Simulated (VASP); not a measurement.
# NaI (Fm-3m) in VASP: settings compared

Aim: see how the results for NaI move with the level of theory and the settings. Levels: PBE, B3LYP. Tasks: single point, relaxation of cell and atoms.

Program: VASP 6.6.1. These are calculated values, not measurements. Logs are shortened: lines on timing, memory, paths and dates and some standing lists are left out, and cuts for length are marked.

## Step 1: The crystal as given

Symmetry: Fm-3m, No. 225, cubic system. The conventional cell has a = 6.473 Å, b = 6.473 Å, c = 6.473 Å, α = 90.00°, β = 90.00°, γ = 90.00°. Around I (site symmetry m-3m) lie 6 Na at 3.24 Å. Around Na (site symmetry m-3m) lie 6 I at 3.24 Å.

## Step 2: Single point, PBE

File INCAR:

```
  PREC = Accurate
  ENCUT = 520
  EDIFF = 1E-6
  ISMEAR = 0
  SIGMA = 0.02
  LREAL = False
  LASPH = True
  NELM = 100
  ALGO = Normal
  ISIF = 2
  LWAVE = False
  LCHARG = False
  GGA = PE
```

File KPOINTS:

```
Automatic mesh
0
Gamma
  7 7 7
```

File POSCAR:

```
NaI
1.0
    0.0000000000      3.2364000000      3.2364000000
    3.2364000000      0.0000000000      3.2364000000
    3.2364000000      3.2364000000      0.0000000000
I Na
1 1
Direct
    0.5000000000      0.5000000000      0.5000000000
    0.0000000000      0.0000000000      0.0000000000
```

Potentials or basis: VASP PAW PBE potentials, release 64 (I, Na_pv).

The run is started by

```sh
$ cat potpaw_PBE.64/I/POTCAR potpaw_PBE.64/Na_pv/POTCAR > POTCAR
$ mpirun -np 1 vasp_std > vasp.out
```

OUTCAR:

```text
PREC = Accurate
   ENCUT = 520
   EDIFF = 1E-6
   ISMEAR = 0
   LREAL = False
   LASPH = True
   NELM = 100
   ISIF = 2
   GGA = PE

 ion  position               nearest neighbor table
   1  0.500  0.500  0.500-
   2  0.000  0.000  0.000-

  LATTYP: Found a face centered cubic cell.
 ALAT       =     6.4728000000

  Lattice vectors:

 A1 = (   0.0000000000,   3.2364000000,   3.2364000000)
 A2 = (   3.2364000000,   0.0000000000,   3.2364000000)
 A3 = (   3.2364000000,   3.2364000000,   0.0000000000)

Analysis of symmetry for initial positions (statically):
=====================================================================
 Subroutine PRICEL returns:
 Original cell was already a primitive cell.

 Routine SETGRP: Setting up the symmetry group for a
 face centered cubic supercell.

 Subroutine GETGRP returns: Found 48 space group operations
 (whereof 48 operations were pure point group operations)
 out of a pool of 48 trial point group operations.

The static configuration has the point symmetry O_h .

Analysis of symmetry for dynamics (positions and initial velocities):
=====================================================================
 Subroutine PRICEL returns:
 Original cell was already a primitive cell.

 Routine SETGRP: Setting up the symmetry group for a
 face centered cubic supercell.

 Subroutine GETGRP returns: Found 48 space group operations
 (whereof 48 operations were pure point group operations)
 out of a pool of 48 trial point group operations.

The dynamic configuration has the point symmetry O_h .

 Subroutine INISYM returns: Found 48 space group operations
 (whereof 48 operations are pure point group operations),
 and found     1 'primitive' translations

----------------------------------------------------------------------------------------

                                     Primitive cell

  volume of cell :      67.7980

  direct lattice vectors                    reciprocal lattice vectors
     0.000000000  3.236400000  3.236400000    -0.154492646  0.154492646  0.154492646
     3.236400000  0.000000000  3.236400000     0.154492646 -0.154492646  0.154492646
     3.236400000  3.236400000  0.000000000     0.154492646  0.154492646 -0.154492646

  length of vectors
     4.576960773  4.576960773  4.576960773     0.267589113  0.267589113  0.267589113

  position of ions in fractional coordinates (direct lattice)
     0.500000000  0.500000000  0.500000000
     0.000000000  0.000000000  0.000000000

  ion indices of the primitive-cell ions
   primitive index   ion index
                 1           1
                 2           2

----------------------------------------------------------------------------------------

 KPOINTS: Automatic mesh

Automatic generation of k-mesh.
 Grid dimensions read from file:
 generate k-points for:    7    7    7

 Generating k-lattice:

  Cartesian coordinates                     Fractional coordinates (reciprocal lattice)
    -0.022070378  0.022070378  0.022070378     0.142857143  0.000000000  0.000000000
     0.022070378 -0.022070378  0.022070378     0.000000000  0.142857143  0.000000000
     0.022070378  0.022070378 -0.022070378     0.000000000  0.000000000  0.142857143

  Length of vectors
     0.038227016  0.038227016  0.038227016

  Shift w.r.t. Gamma in fractional coordinates (k-lattice)
     0.000000000  0.000000000  0.000000000

 Subroutine IBZKPT returns following result:
 ===========================================

 Found     20 irreducible k-points:

 Following reciprocal coordinates:
            Coordinates               Weight
  0.000000  0.000000  0.000000      1.000000
  0.142857  0.000000  0.000000      8.000000
  0.285714  0.000000  0.000000      8.000000
  0.428571  0.000000  0.000000      8.000000
  0.142857  0.142857  0.000000      6.000000
  0.285714  0.142857  0.000000     24.000000
[... 12 lines left out ...]
 -0.428571  0.428571  0.142857     24.000000
 -0.285714  0.428571  0.142857     24.000000
   k-points           NKPTS =     20   k-points in BZ     NKDIM =     20   number of bands    NBANDS=     11
   number of dos      NEDOS =    301   number of ions     NIONS =      2
   total plane-waves  NPLWV =  46656
   dimension x,y,z NGX =    36 NGY =   36 NGZ =   36
   dimension x,y,z NGXF=    72 NGYF=   72 NGZF=   72
   ions per type =               1   1
   NGX,Y,Z   is equivalent  to a cutoff of  13.08, 13.08, 13.08 a.u.
   NGXF,Y,Z  is equivalent  to a cutoff of  26.15, 26.15, 26.15 a.u.
 SYSTEM =  unknown system
   PREC   = accura    normal or accurate (medium, high low for compatibility)
   ISTART =      0    job   : 0-new  1-cont  2-samecut
   ICHARG =      2    charge: 1-file 2-atom 10-const
   ISPIN  =      1    spin polarized calculation?
   LNONCOLLINEAR =      F non collinear calculations
   LSORBIT =      F    spin-orbit coupling
   LASPH  =      T    aspherical Exc in radial PAW
   ENCUT  =  520.0 eV  38.22 Ry    6.18 a.u.   8.51  8.51  8.51*2*pi/ulx,y,z
   NELM   =    100;   NELMIN=  2; NELMDL= -5     # of ELM steps
   EDIFF  = 0.1E-05   stopping-criterion for ELM
   LREAL  =      F    real-space projection
   EDIFFG = 0.1E-04   stopping-criterion for IOM
   NSW    =      0    number of steps for IOM
   IBRION =     -1    ionic relax: 0-MD 1-quasi-New 2-CG
   NFREE  =      0    steps in history (QN), initial steepest desc. (CG)
   ISIF   =      2    stress and relaxation
   ISYM   =      2    0-nonsym 1-usesym 2-fastsym
   POTIM  = 0.5000    time-step for ionic-motion
   TEBEG  =    0.0;   TEEND  =   0.0 temperature during run
   PSTRESS=    0.0 pullay stress
   NELECT =      14.0000    total number of electrons
   NUPDOWN=      -1.0000    fix difference up-down
   EMIN   =  10.00;   EMAX   =-10.00  energy-range for DOS
   EFERMI =   0.00;   METHOD = LEGACY
   ISMEAR =     0;   SIGMA  =   0.02  broadening in eV -4-tet -1-fermi 0-gaus
   EFERMI_NEDOS =   21; number of points for ismear=-14 and -15
   IALGO  =     38    algorithm
   IMIX   =      4    mixing-type and parameters
     AMIX     =   0.40;   BMIX     =  1.00
     AMIX_MAG =   1.60;   BMIX_MAG =  1.00
  volume/ion in A,a.u.               =      33.90       228.76
  Fermi-wavevector in a.u.,A,eV,Ry     =   0.967636  1.828567 12.739397  0.936319
  Thomas-Fermi vector in A             =   2.097538
   LORBIT       =      0    0 simple, 1 ext, 2 COOP (PROOUT), +10 PAW based schemes
   GGA     = PE    functional components
   LHFCALC =     F    Hartree Fock is set to
   AEXX    =    0.0000 exact exchange contribution
   IVDW    =     0    specifies the selected vdW correction
   LEPSILON=     F    determine dielectric tensor
   LRPA    =     F    only Hartree local field effects (RPA)
 non-spin polarized calculation
 Gauss-broadening in eV      SIGMA  =   0.02
  energy-cutoff  :      520.00
  volume of cell :       67.80
 maximum number of plane-waves:      1841
 NGX is ok and might be reduce to    36
   NGX = 17   NGY = 17   NGZ = 17

 number of electron      13.9999993 magnetization

 Free energy of the ion-electron system (eV)
  ---------------------------------------------------
  ext. energy  EPLUGINS =         0.00000000
  ---------------------------------------------------
  free energy    TOTEN  =        -5.38505383 eV

  energy without entropy =       -5.38505383  energy(sigma->0) =       -5.38505383

 E-fermi :   0.9519     XC(G=0):  -7.7049

 val. band max:        0.8064187509   @ k =   0.0000   0.0000   0.0000
 cond. band min:       4.4469220040   @ k =   0.0000   0.0000   0.0000
 fundamental gap:      3.6405032531
 Fermi energy:         0.9519128999

 k-point     1 :       0.0000    0.0000    0.0000
  band No.  band energies     occupation
      1     -21.6328      2.00000
      2     -21.6328      2.00000
      3     -21.6328      2.00000
      4     -10.2112      2.00000
      5       0.8064      2.00000
      6       0.8064      2.00000
      7       0.8064      2.00000
      8       4.4469      0.00000
      9       8.7361      0.00000
     10       8.7361      0.00000
     11       8.7362      0.00000

 k-point     2 :       0.1429    0.0000    0.0000
  band No.  band energies     occupation
      1     -21.6338      2.00000
      2     -21.6329      2.00000
      3     -21.6329      2.00000
      4     -10.1558      2.00000
      5       0.2320      2.00000
      6       0.7495      2.00000
      7       0.7495      2.00000
      8       5.0910      0.00000
      9       8.3133      0.00000
     10       8.9108      0.00000
     11       8.9108      0.00000

 k-point     3 :       0.2857    0.0000    0.0000
  band No.  band energies     occupation
      1     -21.6360      2.00000
      2     -21.6330      2.00000
      3     -21.6330      2.00000
      4     -10.0253      2.00000
      5      -0.7018      2.00000
      6       0.6287      2.00000
      7       0.6287      2.00000
      8       5.8429      0.00000
      9       8.4779      0.00000
     10       8.6556      0.00000
     11       8.6557      0.00000

 k-point     4 :       0.4286    0.0000    0.0000
  band No.  band energies     occupation
      1     -21.6378      2.00000
      2     -21.6331      2.00000
      3     -21.6331      2.00000
      4      -9.9141      2.00000
      5      -1.2940      2.00000
      6       0.5380      2.00000
      7       0.5380      2.00000
      8       5.9098      0.00000
      9       8.2996      0.00000
     10       8.2996      0.00000
     11       9.3992      0.00000
[... 183 lines left out ...]
 k-point    18 :      -0.4286    0.2857    0.1429
  band No.  band energies     occupation
      1     -21.6368      2.00000
      2     -21.6346      2.00000
      3     -21.6337      2.00000
      4      -9.8577      2.00000
      5      -0.9904      2.00000
      6      -0.1895      2.00000
      7       0.2830      2.00000
      8       6.9172      0.00000
      9       7.2711      0.00000
     10       8.4818      0.00000
     11       9.4089      0.00000

 k-point    19 :      -0.4286    0.4286    0.1429
  band No.  band energies     occupation
      1     -21.6364      2.00000
      2     -21.6348      2.00000
      3     -21.6344      2.00000
      4      -9.8307      2.00000
      5      -0.9220      2.00000
      6      -0.1791      2.00000
      7       0.0216      2.00000
      8       6.0789      0.00000
      9       7.1236      0.00000
     10       8.9782      0.00000
     11      10.2469      0.00000

 k-point    20 :      -0.2857    0.4286    0.1429
  band No.  band energies     occupation
      1     -21.6358      2.00000
      2     -21.6358      2.00000
      3     -21.6342      2.00000
      4      -9.8188      2.00000
      5      -0.6787      2.00000
      6      -0.6184      2.00000
      7       0.0519      2.00000
      8       6.5220      0.00000
      9       7.8241      0.00000
     10       8.7426      0.00000
     11       9.1063      0.00000

------------------------ aborting loop because EDIFF is reached ----------------------------------------

  FORCE on cell =-STRESS in cart. coord.  units (eV):
  Direction    XX          YY          ZZ          XY          YZ          ZX
  --------------------------------------------------------------------------------------
  -------------------------------------------------------------------------------------
  Total        0.1878871      0.1878871      0.1878871      0.0000000      0.0000000      0.0000000
  in kB        4.4400811      4.4400811      4.4400811      0.0000000      0.0000000      0.0000000
  external PRESSURE =       4.4400811 kB  Pullay stress =       0.0000000 kB

 VOLUME and BASIS-vectors are now :
 -----------------------------------------------------------------------------
  energy-cutoff  :      520.00
  volume of cell :       67.80
      direct lattice vectors                 reciprocal lattice vectors
     0.000000000  3.236400000  3.236400000    -0.154492646  0.154492646  0.154492646
     3.236400000  0.000000000  3.236400000     0.154492646 -0.154492646  0.154492646
     3.236400000  3.236400000  0.000000000     0.154492646  0.154492646 -0.154492646

 POSITION                                       TOTAL-FORCE (eV/Angst)
 -----------------------------------------------------------------------------------
      3.23640      3.23640      3.23640        -0.000000     -0.000000      0.000000
      0.00000      0.00000      0.00000         0.000000      0.000000     -0.000000
 -----------------------------------------------------------------------------------
    total drift:                                0.000000      0.000000      0.000000

  FREE ENERGIE OF THE ION-ELECTRON SYSTEM (eV)
  ---------------------------------------------------
  free  energy   TOTEN  =        -5.3850538261 eV

  energy  without entropy=       -5.3850538261  energy(sigma->0) =       -5.38505383
```

Wall time 17 s (1 thread of Intel Xeon Platinum 8259CL at 2.50GHz (Skylake/Cascade Lake), shared host); peak memory 0.2 GiB.

Results:

```
Free energy            : -5.3851 eV
Pressure               : 0.4 GPa
Band gap on the k mesh : 3.64 eV, direct
```

Levels at points of the mesh, in eV from the valence-band top:
| k point | band 5 | band 6 | band 7 | band 8 | band 9 | band 10 |
| --- | --- | --- | --- | --- | --- | --- |
| (0.00, 0.00, 0.00) | 0.00 | 0.00 | 0.00 | 3.64 | 7.93 | 7.93 |

Caveat: spin-orbit coupling is left out, which moves the levels of the heavy elements.

## Step 3: Single point, PBE

File INCAR:

```
SYSTEM = NaI
  PREC = Accurate
  ENCUT = 520
  EDIFF = 1E-6
  ISMEAR = 0
  SIGMA = 0.016
  LREAL = .FALSE.
  LASPH = .TRUE.
  NELM = 100
  ALGO = Normal
  ISIF = 2
  LWAVE = .FALSE.
  LCHARG = .FALSE.
  GGA = PE
```

File KPOINTS:

```
Automatic mesh
0
G
  7 7 7
  0 0 0
```

POSCAR is that of step 2.

Potentials or basis: VASP PAW PBE potentials, release 64 (I, Na_pv).

The run is started by

```sh
$ cat potpaw_PBE.64/I/POTCAR potpaw_PBE.64/Na_pv/POTCAR > POTCAR
$ mpirun -np 1 vasp_std > vasp.out
```

Run time: 6.7 s. Hardware: 1 thread of Intel Xeon 6975P-C (Granite Rapids), shared host; peak memory 0.2 GiB.

The run converged. Its results:

* Free energy: -5.3851 eV
* Pressure: 0.4 GPa
* Band gap on the k mesh: 3.64 eV, direct

Levels at points of the mesh, in eV from the valence-band top:
| k point | band 3 | band 4 | band 5 | band 6 | band 7 | band 8 | band 9 | band 10 | band 11 |
| --- | --- | --- | --- | --- | --- | --- | --- | --- | --- |
| (0.00, 0.00, 0.00) | -22.44 | -11.02 | 0.00 | 0.00 | 0.00 | 3.64 | 7.93 | 7.93 | 7.93 |

Caveat: spin-orbit coupling is left out, which moves the levels of the heavy elements. A hybrid or GW would open this gap; PBE tends to underestimate it.

(Continued in part 2 of 2.)
